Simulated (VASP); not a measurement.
# Al (P1) in VASP: tuning ranks NCORE KPAR, part 2 of 2

VASP 6.6.1. Earlier steps stand in the parts before.

### Step 8. With ranks NCORE KPAR ranks=64 NCORE=8 KPAR=1

The input, INCAR:

```
PREC     = Accurate       # precision mode
ENCUT    = 400            # plane-wave cutoff, eV
EDIFF    = 1E-5           # SCF threshold, eV
ISMEAR   = 0              # smearing method
SIGMA    = 0.05           # smearing width, eV
LREAL    = Auto         
LASPH    = True           # aspherical terms in the spheres
NELM     = 60             # most SCF steps
ALGO     = Fast           # electronic algorithm
ISIF     = 2              # what is computed and relaxed
LWAVE    = False          # write WAVECAR
LCHARG   = False          # write CHGCAR
GGA      = PE             # functional
NCORE    = 8            
KPAR     = 1
```

The input, KPOINTS:

```
Automatic mesh
0
Gamma
  1 1 1
```

The input, POSCAR:

```
Al
1.0
    0.0000000000      8.0992200000      8.0992200000
    8.0992200000      0.0000000000      8.0992200000
    6.0744150000      6.0744150000      0.0000000000
Al
48
Direct
    0.0014940000     -0.0002700000      0.0020660000
    0.0049170000     -0.0032640000      0.3312490000
    0.0027460000     -0.0013960000      0.6658750000
    0.0005200000      0.2515050000     -0.0005540000
    0.0001690000      0.2480450000      0.3323030000
   -0.0015770000      0.2504940000      0.6689660000
    0.0009870000      0.4990430000     -0.0025860000
    0.0047720000      0.4989570000      0.3333620000
    0.0011990000      0.4981540000      0.6557390000
    0.0015800000      0.7492250000     -0.0010520000
   -0.0066810000      0.7552820000      0.3367500000
   -0.0013580000      0.7538140000      0.6716710000
    0.2482100000      0.0024100000     -0.0057530000
    0.2462600000      0.0012100000      0.3322590000
    0.2482020000      0.0014340000      0.6643980000
    0.2489510000      0.2491730000      0.0015740000
    0.2511450000      0.2500430000      0.3362080000
    0.2519420000      0.2462010000      0.6676910000
    0.2480800000      0.5053070000     -0.0027340000
    0.2471430000      0.5016940000      0.3309750000
    0.2485860000      0.4977760000      0.6698990000
    0.2515560000      0.7467150000     -0.0010890000
    0.2479170000      0.7459760000      0.3398620000
    0.2512460000      0.7476520000      0.6710540000
    0.5033640000     -0.0024250000     -0.0007700000
    0.4949570000     -0.0004460000      0.3383520000
    0.5008140000      0.0020580000      0.6633800000
    0.4944080000      0.2511660000     -0.0005980000
    0.4984360000      0.2491920000      0.3387750000
    0.5016950000      0.2500400000      0.6666080000
    0.4986770000      0.5009720000      0.0030310000
    0.4982660000      0.4933970000      0.3408590000
    0.4976780000      0.4970420000      0.6699250000
    0.4997750000      0.7534200000     -0.0029160000
    0.5037290000      0.7507850000      0.3316660000
    0.4948640000      0.7495260000      0.6691890000
    0.7452710000      0.0021780000      0.0057550000
    0.7509570000      0.0022000000      0.3311130000
    0.7486390000     -0.0012860000      0.6685490000
    0.7484490000      0.2540180000     -0.0030380000
    0.7397860000      0.2510790000      0.3394220000
    0.7517230000      0.2445700000      0.6769530000
    0.7518500000      0.4950360000      0.0004420000
    0.7512780000      0.5006930000      0.3299100000
    0.7509380000      0.4984080000      0.6667880000
    0.7492120000      0.7472680000     -0.0005290000
    0.7458820000      0.7500690000      0.3332730000
    0.7471030000      0.7526970000      0.6702660000
```

The run is started by

```sh
> cat potpaw_PBE.64/Al/POTCAR > POTCAR
> mpirun -np 64 vasp_std > vasp.out
```

Wall time 4.7 s (64 MPI ranks of Intel Xeon 6975P-C (Granite Rapids), host not shared); peak memory 0.19 GiB.

Results:

```yaml
Free_energy: -177.3976 eV
Pressure: -0.3 GPa
Largest_force: 0.534 eV/Å
```

### Step 9. With ranks NCORE KPAR ranks=64 NCORE=16 KPAR=1

INCAR: that of step 8 with these lines changed.

```diff
@@ -13,3 +13,3 @@
 GGA      = PE             # functional
-NCORE    = 8            
+NCORE    = 16           
 KPAR     = 1
```

KPOINTS is that of step 8.

POSCAR is that of step 8.

Potentials or basis: VASP PAW PBE potentials, release 64 (Al).

The run is started by

```sh
> cat potpaw_PBE.64/Al/POTCAR > POTCAR
> mpirun -np 64 vasp_std > vasp.out
```

Run time: 4.2 s. Hardware: 64 MPI ranks of Intel Xeon 6975P-C (Granite Rapids), host not shared; peak memory 0.18 GiB.

What came out:

* Free energy: -177.3976 eV
* Pressure: -0.3 GPa
* Largest force: 0.534 eV/Å

### Step 10. With ranks NCORE KPAR ranks=64 NCORE=1 KPAR=1 again 1

INCAR: that of step 9 with these lines changed.

```diff
@@ -13,3 +13,3 @@
 GGA      = PE             # functional
-NCORE    = 16           
+NCORE    = 1            
 KPAR     = 1
```

KPOINTS is that of step 9.

POSCAR is that of step 9.

The run is started by

```sh
> cat potpaw_PBE.64/Al/POTCAR > POTCAR
> mpirun -np 64 vasp_std > vasp.out
```

It took 6.2 s on 64 MPI ranks of Intel Xeon 6975P-C (Granite Rapids), host not shared; peak memory 0.3 GiB.

What came out:

```
Free energy   : -177.3976 eV
Pressure      : -0.3 GPa
Largest force : 0.534 eV/Å
```

### Step 11. With ranks NCORE KPAR ranks=64 NCORE=1 KPAR=1 again 2

INCAR is that of step 10.

KPOINTS is that of step 10.

POSCAR is that of step 10.

The run is started by

```sh
> cat potpaw_PBE.64/Al/POTCAR > POTCAR
> mpirun -np 64 vasp_std > vasp.out
```

It took 6.2 s on 64 MPI ranks of Intel Xeon 6975P-C (Granite Rapids), host not shared; peak memory 0.29 GiB.

Results:

* Free energy: -177.3976 eV
* Pressure: -0.3 GPa
* Largest force: 0.534 eV/Å

### Step 12. With ranks NCORE KPAR ranks=64 NCORE=1 KPAR=1 NSIM=1

INCAR: that of step 11 with these lines changed.

```diff
@@ -14,2 +14,3 @@
 NCORE    = 1            
-KPAR     = 1
+KPAR     = 1            
+NSIM     = 1
```

KPOINTS is that of step 11.

POSCAR is that of step 11.

Potentials or basis: VASP PAW PBE potentials, release 64 (Al).

The run is started by

```sh
> cat potpaw_PBE.64/Al/POTCAR > POTCAR
> mpirun -np 64 vasp_std > vasp.out
```

Run time: 4.9 s. Hardware: 64 MPI ranks of Intel Xeon 6975P-C (Granite Rapids), host not shared; peak memory 0.26 GiB.

What came out:

| Property | Result |
| --- | --- |
| Free energy | -177.3976 eV |
| Pressure | -0.3 GPa |
| Largest force | 0.534 eV/Å |

### Step 13. With ranks NCORE KPAR ranks=64 NCORE=1 KPAR=1 NSIM=8

INCAR: that of step 12 with these lines changed.

```diff
@@ -15,2 +15,2 @@
 KPAR     = 1            
-NSIM     = 1
+NSIM     = 8
```

KPOINTS is that of step 12.

POSCAR is that of step 12.

The run is started by

```sh
> cat potpaw_PBE.64/Al/POTCAR > POTCAR
> mpirun -np 64 vasp_std > vasp.out
```

Wall time 6.2 s (64 MPI ranks of Intel Xeon 6975P-C (Granite Rapids), host not shared); peak memory 0.31 GiB.

Results:

| Property | Result |
| --- | --- |
| Free energy | -177.3976 eV |
| Pressure | -0.3 GPa |
| Largest force | 0.534 eV/Å |

### Step 14. With ranks NCORE KPAR ranks=64 NCORE=1 KPAR=1 NSIM=16

INCAR: that of step 13 with these lines changed.

```diff
@@ -15,2 +15,2 @@
 KPAR     = 1            
-NSIM     = 8
+NSIM     = 16
```

KPOINTS is that of step 13.

POSCAR is that of step 13.

The run is started by

```sh
> cat potpaw_PBE.64/Al/POTCAR > POTCAR
> mpirun -np 64 vasp_std > vasp.out
```

Wall time 5.1 s (64 MPI ranks of Intel Xeon 6975P-C (Granite Rapids), host not shared); peak memory 0.31 GiB.

Results:

* Free energy: -177.3976 eV
* Pressure: -0.3 GPa
* Largest force: 0.534 eV/Å

### Step 15. With ranks NCORE KPAR ranks=64 NCORE=1 KPAR=1 LREAL=False

INCAR: that of step 14 with these lines changed.

```diff
@@ -5,3 +5,3 @@
 SIGMA    = 0.05           # smearing width, eV
-LREAL    = Auto         
+LREAL    = False          # projectors in reciprocal space
 LASPH    = True           # aspherical terms in the spheres
@@ -14,3 +14,2 @@
 NCORE    = 1            
-KPAR     = 1            
-NSIM     = 16
+KPAR     = 1
```

KPOINTS is that of step 14.

POSCAR is that of step 14.

Potentials or basis: VASP PAW PBE potentials, release 64 (Al).

The run is started by

```sh
> cat potpaw_PBE.64/Al/POTCAR > POTCAR
> mpirun -np 64 vasp_std > vasp.out
```

It took 6.3 s on 64 MPI ranks of Intel Xeon 6975P-C (Granite Rapids), host not shared; peak memory 0.29 GiB.

What came out:

```yaml
Free_energy: -177.3804 eV
Pressure: -0.3 GPa
Largest_force: 0.533 eV/Å
```

### Step 16. With ranks NCORE KPAR ranks=64 NCORE=1 KPAR=1 ALGO=Normal

INCAR: that of step 15 with these lines changed.

```diff
@@ -5,6 +5,6 @@
 SIGMA    = 0.05           # smearing width, eV
-LREAL    = False          # projectors in reciprocal space
+LREAL    = Auto         
 LASPH    = True           # aspherical terms in the spheres
 NELM     = 60             # most SCF steps
-ALGO     = Fast           # electronic algorithm
+ALGO     = Normal         # electronic algorithm
 ISIF     = 2              # what is computed and relaxed
```

KPOINTS is that of step 15.

POSCAR is that of step 15.

The run is started by

```sh
> cat potpaw_PBE.64/Al/POTCAR > POTCAR
> mpirun -np 64 vasp_std > vasp.out
```

It took 7.3 s on 64 MPI ranks of Intel Xeon 6975P-C (Granite Rapids), host not shared; peak memory 0.29 GiB.

What came out:

| Property | Result |
| --- | --- |
| Free energy | -177.3976 eV |
| Pressure | -0.3 GPa |
| Largest force | 0.534 eV/Å |

### Step 17. With ranks NCORE KPAR ranks=64 NCORE=1 KPAR=1 vasp_gam

INCAR: that of step 16 with these lines changed.

```diff
@@ -8,3 +8,3 @@
 NELM     = 60             # most SCF steps
-ALGO     = Normal         # electronic algorithm
+ALGO     = Fast           # electronic algorithm
 ISIF     = 2              # what is computed and relaxed
```

KPOINTS is that of step 16.

POSCAR is that of step 16.

The run is started by

```sh
> cat potpaw_PBE.64/Al/POTCAR > POTCAR
> mpirun -np 64 vasp_gam > vasp.out
```

Run time: 5 s. Hardware: 64 MPI ranks of Intel Xeon 6975P-C (Granite Rapids), host not shared; peak memory 0.28 GiB.

What came out:

```
Free energy   : -177.3976 eV
Pressure      : -0.3 GPa
Largest force : 0.534 eV/Å
```

### Step 18. The series at a glance

| ranks NCORE KPAR | energy less the last converged row (meV/atom) | SCF cycles | wall time (s) |
| --- | --- | --- | --- |
| ranks=8 NCORE=1 KPAR=1 | 0.00 | 12 | 8.5 |
| ranks=16 NCORE=1 KPAR=1 | 0.00 | 12 | 6.6 |
| ranks=32 NCORE=1 KPAR=1 | 0.00 | 12 | 5.5 |
| ranks=64 NCORE=1 KPAR=1 | 0.00 | 12 | 5.9 |
| ranks=64 NCORE=2 KPAR=1 | 0.00 | 12 | 5 |
| ranks=64 NCORE=4 KPAR=1 | 0.00 | 12 | 3.2 |
| ranks=64 NCORE=8 KPAR=1 | 0.00 | 12 | 4.7 |
| ranks=64 NCORE=16 KPAR=1 | 0.00 | 12 | 4.2 |
| ranks=64 NCORE=1 KPAR=1 again 1 | 0.00 | 12 | 6.2 |
| ranks=64 NCORE=1 KPAR=1 again 2 | 0.00 | 12 | 6.2 |
| ranks=64 NCORE=1 KPAR=1 NSIM=1 | 0.00 | 12 | 4.9 |
| ranks=64 NCORE=1 KPAR=1 NSIM=8 | 0.00 | 12 | 6.2 |
| ranks=64 NCORE=1 KPAR=1 NSIM=16 | 0.00 | 12 | 5.1 |
| ranks=64 NCORE=1 KPAR=1 LREAL=False | 0.36 | 12 | 6.3 |
| ranks=64 NCORE=1 KPAR=1 ALGO=Normal | 0.00 | 12 | 7.3 |
| ranks=64 NCORE=1 KPAR=1 vasp_gam | 0.00 | 12 | 5 |

Fastest here: ranks=64 NCORE=4 KPAR=1 (3.2 s); slowest of those that converged: ranks=8 NCORE=1 KPAR=1 (8.5 s). These are single runs, one after another on one machine, so differences under about a fifth mean little.

Caveats: all runs use coarse meshes.
